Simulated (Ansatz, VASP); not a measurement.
## Cross-check of GaP between VASP and Ansatz

Wanted: the spread between two codes on one cell, functional and k mesh. The cell is taken from a series of VASP runs on this material, whose earlier steps may have relaxed, scaled or displaced it; both programs get it as it stands.

Main program and level: Ansatz 0.2.0; plane waves, with VASP 6.6.1 beside it; band structure at HSE06.

### 1. Starting point

Symmetry: F-43m, No. 216, cubic system. The conventional cell has a = 5.441 Å, b = 5.441 Å, c = 5.441 Å, α = 90.00°, β = 90.00°, γ = 90.00°. Nearest to Ga lie 4 P at 2.36 Å. P has 4 Ga at 2.36 Å nearest. Farther neighbours are not listed.

### 2. Ansatz: band structure, HSE06

Ansatz runs on its default PAW (the set named soft_2) files.

Levels along a path test the potential and the projectors away from the mesh points.

File input.yaml:

```yaml
crystal:
  lattice:
    - [0.0, 2.7205627809, 2.7205627809]
    - [2.7205627809, 0.0, 2.7205627809]
    - [2.7205627809, 2.7205627809, 0.0]
  atoms:
    - { symbol: Ga, position: [0.0, 0.0, 0.0] }
    - { symbol: P, position: [0.25, 0.25, 0.25] }
hamiltonian:
  xc: { exchange: pbe, correlation: pbe, exx: { coeff: 0.25, omega: 0.2 } }
  pseudopotentials: { kind: paw }
kpoints:
  mp_grid: { grid: [5, 5, 5] }
  band_path:
    path:
      - [0.0, 0.0, 0.0]
      - [0.4, 0.0, 0.4]
      - [0.5, 0.0, 0.5]
      - [0.5, 0.2, 0.7]
      - [0.4, 0.35, 0.75]
      - [0.15, 0.15, 0.3]
      - [0.2, 0.2, 0.2]
      - [0.55, 0.4, 0.55]
      - [0.6, 0.25, 0.65]
      - [0.5, 0.25, 0.75]
      - [0.5, 0.5, 0.5]
      - [0.375, 0.375, 0.75]
      - [0.5, 0.0, 0.5]
    npoints: 1
scf:
  occupations: { method: gaussian, width: 0.05 }
  n_extra_bands: 7
output:
  forces: true
  stress: true
  eigenvalues: true
  write_density: true
  write_potential: true
  elf: true
  volumetric_format: npy
```

Run with:

```bash
ansatz run input.yaml --threads 4 --pin off --max-ram 9216MiB --backend cpu --events-out ev --progress --plain --runs-dir out
```

Numbers of over 12 decimals in the logs are rounded to 6 here.

Log:

```text
Warning: output.stress: scf.convergence.dr2_threshold = 1e-7 eV (the SCF's general default) is looser than the 2e-10 eV advised for a printed stress (1e-10 eV for each atom of the cell: 2). What an SCF threshold leaves in a stress goes as its square root, and in the free energy as the threshold itself, and one threshold admits the most on a small cell: [figures from the program's tests cut] Set scf.convergence.dr2_threshold to 2e-10 eV or tighter. The threshold is an SCF's pass mark: one that does not reach it within its budget of iterations ends unconverged, or closes short of it on a stop that the run arms, and scf.convergence.dr2_threshold's page says what that costs each kind of run
Warning: output.stress: scf.exx.energy_threshold = 1e-6 eV is looser than the 2e-8 eV advised for a stress under a hybrid functional (1e-8 eV for each atom of the cell: 2). Every SCF of the exchange loop can meet its threshold on dr2 while the loop round them stops early: no threshold on dr2 bounds what that leaves in the stress. Set scf.exx.energy_threshold to 2e-8 eV or tighter. The threshold is the loop's pass mark: a loop that does not reach it within its budget of cycles ends unconverged, and scf.exx.energy_threshold's page has the law
scf.n_extra_bands = 7 over 9 filled bands (N_el = 18.0): the run solves 16 bands
Engine: ansatz 0.2.0, aarch64-unknown-linux-gnu
Pseudopotentials: kind: paw
Pseudopotential: Ga, paw, valence charge 13, recommended cutoff 420 eV (normal), Ga.paw.azcp
Pseudopotential: P, paw, valence charge 5, recommended cutoff 420 eV (normal), P.paw.azcp
Functional definition: unnamed
  parameter a_1 = 0.25
  parameter omega_1 = 0.2/angstrom
  exchange = pbe_x + (-a_1)*pbe_x_sr(omega_1) + a_1*exact_x_sr(omega_1)
  correlation = pbe_c
Crystal: 2 atoms, lattice volume = 40.272 Å³
Basis set: ecut = 420 eV, 749 PW (Γ), exchange–correlation on 54×54×54 points (8 copies of the dense FFT grid, shifted against one another)
Bands: 16, of which v1, the nominal top of the filled ones, is band 9 counted from 1 (8 counted from 0)
Symmetry: 24 space group operations
Space group: F-43m (ITA 216), of the structure as read, at distance tolerance 3.4e-5 Å
k-points: 10 of 125 (time reversal used)
Non-local potential: Ga, projectors of the file, l = 0: 2, l = 1: 2, l = 2: 3, l = 3: 1
Non-local potential: P, projectors of the file, l = 0: 2, l = 1: 2, l = 2: 2
PAW form: soft (Blöchl's): semilocal exchange-correlation on the pseudo side does not see the compensation charge
PAW frozen core: Ga, regenerated for the run's functional, and the local potential with it (the file was generated under x = pbe(κ = 0.804, μ = 0.219515), c = pbe(β = 0.066725))
PAW frozen core: P, regenerated for the run's functional, and the local potential with it (the file was generated under x = pbe(κ = 0.804, μ = 0.219515), c = pbe(β = 0.066725))
PAW one-centre angular grid: Ga, 590 points (default); XC on 64 Gauss nodes
PAW one-centre angular grid: P, 110 points (default); XC on 64 Gauss nodes
Initial density: superposition of atomic densities (neutral atoms: chi_scale 0, normalization atom), corrected by the library's trained network
Initial wavefunctions: pseudopotential atomic-orbital guess
Functional: x = pbe(κ = 0.804, μ = 0.219515), c = pbe(β = 0.066725), warm-up for x = pbe(κ = 0.804, μ = 0.219515) + 0.25 (exact − pbe) at short range (hse, ω = 0.2 Å⁻¹), c = pbe(β = 0.066725)
SCF iter   1: F=—  HF=-4539.499084 eV  |F-HF|=—  |Δ(HF+E_count)|=         —  Δρ=9.38e-4  dr2=4.88e-4  ethr=1.77e-3  ⟨swp⟩=10.6  Hψ=772  notcnv=0
preconditioner: auto → none  [insulator: Δε(μ)=1.575 eV  Ē_g=18.035 eV  σ=0.050 eV  W_gap=1.00  n_scr=14 (ndim 8)  ℏωp=24.8 eV  f_vac=0.011  D(μ)=0.00/eV (n_scr^D=0)]
SCF iter   2: F=-4539.499175 eV  HF=-4539.499162 eV  |F-HF|=1.23e-5  |Δ(HF+E_count)|=   7.84e-5  Δρ=3.66e-4  dr2=5.77e-5  ethr=2.71e-6  ⟨swp⟩=4.4  Hψ=441  notcnv=0  defer=1
SCF 1 stopped early in 2 iterations: F = -4539.499175 eV  dr2 = 5.77e-5
  greatest PAW one-centre occupation: 0.994 electrons in one spin orbital (limit 2), on the Ga atom at site 0 (counted from 0), in its partial waves of l = 2
Initial density: handed on by an earlier stage of this run
Initial wavefunctions: those handed on with the density
Functional: x = pbe(κ = 0.804, μ = 0.219515) + 0.25 (exact − pbe) at short range (hse, ω = 0.2 Å⁻¹), c = pbe(β = 0.066725)
Exchange kernel: α = 0.2500, screened, ω = 0.2000 Å⁻¹, Wigner–Seitz truncation, v(0) = 1124.2541 eV·Å³, q-mesh 5×5×5, nearest image of the exchange supercell L = 19.24 Å, pair-density grid 15×15×15, without the augmentation charges, whose exchange is taken in its separable form by FFT convolution over the k-point mesh (sized by the pseudopotential files, 24×24×24 at the most), smooth part of the exact exchange by density-matrix convolution
Frozen-core exchange: fock
SCF iter   1: F=—  HF=-4540.583119 eV  |F-HF|=—  |Δ(HF+E_count)|=         —  Δρ=1.30e-2  dr2=2.74e-2  ethr=3.20e-6  ⟨swp⟩=6.0  Hψ=750  notcnv=0
preconditioner: auto → none  [insulator: Δε(μ)=2.261 eV  Ē_g=20.965 eV  σ=0.050 eV  W_gap=1.00  n_scr=14 (ndim 8)  ℏωp=24.8 eV  f_vac=0.011  D(μ)=0.00/eV (n_scr^D=0)]
SCF iter   2: F=—  HF=-4540.569553 eV  |F-HF|=—  |Δ(HF+E_count)|=   1.36e-2  Δρ=2.59e-3  dr2=2.44e-3  ethr=3.20e-6  ⟨swp⟩=4.0  Hψ=489  notcnv=0
SCF iter   3: F=—  HF=-4540.575571 eV  |F-HF|=—  |Δ(HF+E_count)|=   6.02e-3  Δρ=3.17e-3  dr2=1.47e-3  ethr=3.20e-6  ⟨swp⟩=4.0  Hψ=429  notcnv=0
SCF iter   4: F=—  HF=-4540.575422 eV  |F-HF|=—  |Δ(HF+E_count)|=   1.49e-4  Δρ=1.16e-3  dr2=2.75e-4  ethr=3.20e-6  ⟨swp⟩=3.0  Hψ=301  notcnv=0
iter 5 solved again at ethr=2.26e-8 eV; its pass at ethr=9.74e-7 eV (dr2=4.06e-6 eV) is discarded
SCF iter   5: F=—  HF=-4540.575429 eV  |F-HF|=—  |Δ(HF+E_count)|=   7.37e-6  Δρ=1.05e-4  dr2=1.29e-5  ethr=2.26e-8  ⟨swp⟩=3.4  Hψ=592  notcnv=0  defer=2
SCF iter   6: F=—  HF=-4540.575588 eV  |F-HF|=—  |Δ(HF+E_count)|=   1.59e-4  Δρ=2.04e-4  dr2=7.50e-6  ethr=2.14e-8  ⟨swp⟩=4.0  Hψ=444  notcnv=0
SCF iter   7: F=-4540.575581 eV  HF=-4540.575581 eV  |F-HF|=2.02e-8  |Δ(HF+E_count)|=   6.84e-6  Δρ=9.64e-6  dr2=7.71e-8  ethr=2.14e-8  ⟨swp⟩=4.0  Hψ=379  notcnv=0
SCF 2 converged in 7 iterations: F = -4540.575581 eV  dr2 = 7.71e-8
  greatest PAW one-centre occupation: 0.995 electrons in one spin orbital (limit 2), on the Ga atom at site 0 (counted from 0), in its partial waves of l = 2
hybrid outer 1: dexx = +7.425e-3 eV, tail = 2.08e-5 eV
Exchange kernel: α = 0.2500, screened, ω = 0.2000 Å⁻¹, Wigner–Seitz truncation, v(0) = 1124.2541 eV·Å³, q-mesh 5×5×5, nearest image of the exchange supercell L = 19.24 Å, pair-density grid 15×15×15, without the augmentation charges, whose exchange is taken in its separable form by FFT convolution over the k-point mesh (sized by the pseudopotential files, 24×24×24 at the most), smooth part of the exact exchange by density-matrix convolution
Frozen-core exchange: fock
SCF iter   1: F=—  HF=-4540.575444 eV  |F-HF|=—  |Δ(HF+E_count)|=         —  Δρ=5.30e-5  dr2=1.54e-6  ethr=5.76e-7  ⟨swp⟩=3.9  Hψ=380  notcnv=0
preconditioner: auto → none  [insulator: Δε(μ)=2.294 eV  Ē_g=20.775 eV  σ=0.050 eV  W_gap=1.00  n_scr=14 (ndim 8)  ℏωp=24.8 eV  f_vac=0.009  D(μ)=0.00/eV (n_scr^D=0)]
SCF iter   2: F=—  HF=-4540.575444 eV  |F-HF|=—  |Δ(HF+E_count)|=   2.80e-7  Δρ=1.64e-5  dr2=1.41e-7  ethr=8.21e-9  ⟨swp⟩=3.7  Hψ=326  notcnv=0
SCF iter   3: F=—  HF=-4540.575444 eV  |F-HF|=—  |Δ(HF+E_count)|=   4.46e-7  Δρ=9.45e-6  dr2=4.37e-8  ethr=3.51e-10  ⟨swp⟩=3.7  Hψ=372  notcnv=0
SCF iter   4: F=-4540.575444 eV  HF=-4540.575444 eV  |F-HF|=4.28e-9  |Δ(HF+E_count)|=   1.13e-8  Δρ=9.70e-7  dr2=1.44e-9  ethr=2.09e-10  ⟨swp⟩=3.0  Hψ=284  notcnv=0
SCF 3 converged in 4 iterations: F = -4540.575444 eV  dr2 = 1.44e-9
  Residual-converged pass: ⟨swp⟩=3.0  Hψ=332  notcnv=0  max |occ|·‖R‖ = 2.1e-6 eV (tolerance 2.4e-6 eV)  dr2=1.42e-9  dr2_onsite=5.60e-9  max |Δocc| = 3.3e-238
hybrid outer 2: dexx = +4.736e-7 eV, tail = 2.47e-8 eV, Δε = 2.59e-3 eV (about 1.02e-4 eV left of the loop's levels)
NSCF: frozen V_eff on 13 k-points
hybrid SCF converged: 2 outer / 11 inner (+2 warm-up), last move |dexx| = 4.74e-7 eV, tail = 2.47e-8 eV
Stability not checked: this state was not tested for a lower state beside it, because the functional holds exact exchange (a hybrid, or Hartree-Fock), whose exchange loop this test does not read (fock_operator; see scf.lower_state_search)
Free energy (F): -4540.575444 eV
Frozen-core exchange: fock
Harris-Foulkes:  -4540.575444 eV  (|F-HF|=4.28e-9)
Internal energy: -4540.575444 eV  (E = F + TS)
E sigma→0 (E₀):  -4540.575444 eV
Fermi energy:    7.858148 eV
--- Per-component energies (eV) ---
  E_band       = -94.868781
  E_kinetic    = 185.634265
  E_local      = -2200.698741  (includes V_loc(G=0)·N_el)
  E_nonlocal   = 460.030707
  E_hartree    = 1021.407025
  E_xc         = -105.562164
  E_vxc        = -95.811878  (∫ρ·V_xc dr)
  E_exx        = -56.580585  (= α·E_x^exact, valence–valence)
  E_paw        = -2529.936942  (= ΣΔE_a)
  E_vpaw       = -373.675208  (= ΣTr[D̂ρ^β])
  E_aug_tail   = -0.000099  (compensation charges beyond the density's cutoff)
  E_ewald      = -1314.906481
  E_core_change = 0.037573  (= ΣΔE_core)
  E_smearing   = -0.000000  (= −TS)
  E_closure    = -0.000003  (closes the sum)
  Σ components = -4540.575444   (vs F -4540.575444, Δ=0.00e0)
--- Forces (eV/Å), atoms counted from 1 ---
  atom   1  Ga     0.00000000    -0.00000000    -0.00000000
  atom   2  P     -0.00000000     0.00000000     0.00000000
  max |Σ_I F_I| component: 1.11e-16 eV/Å
--- Stress (GPa, compression-positive) ---
        1.284805      -0.000000      -0.000000
       -0.000000       1.284805       0.000000
        0.000000       0.000000       1.284805
  P = ⅓ Tr σ = 1.2848 GPa (12.848 kbar)
--- Band table (eV; the first three rows and the last of 10) ---
  k-point 0: bands = [... 5 lower, -7.1120, 6.7111, 6.7111, 6.7111, 9.5889, 11.5000, 11.5000, 11.5000, ... 3 higher]
  k-point 1: bands = [... 5 lower, -6.5646, 3.5195, 6.1856, 6.1856, 9.9854, 12.2474, 12.2474, 13.3031, ... 3 higher]
  k-point 2: bands = [... 5 lower, -5.2335, 0.0833, 5.5757, 5.5757, 9.3551, 12.4048, 12.4048, 15.9293, ... 3 higher]
  k-point 9: bands = [... 5 lower, -4.1934, -0.0516, 2.7370, 3.7930, 11.6410, 12.2262, 13.0368, 16.4278, ... 3 higher]
```

Run time: 21 s. Hardware: 4 threads of Arm Neoverse V1, shared host; peak memory 0.75 GiB; 76 s of CPU time.

[end of part 1 of 2]

[Lines on the potential files, build, host, timing and source positions are cut from VASP's logs without a mark.]

[Logs are printed without paths, hosts, clocks, repeated set-up lines and the standing remarks that a program may print on its own settings, such as how far it seeks lower states.]

[Hosts, paths, dates, database ids (printed as entryN), source tags and the programs' standing remarks are cut or masked in the printed files.]
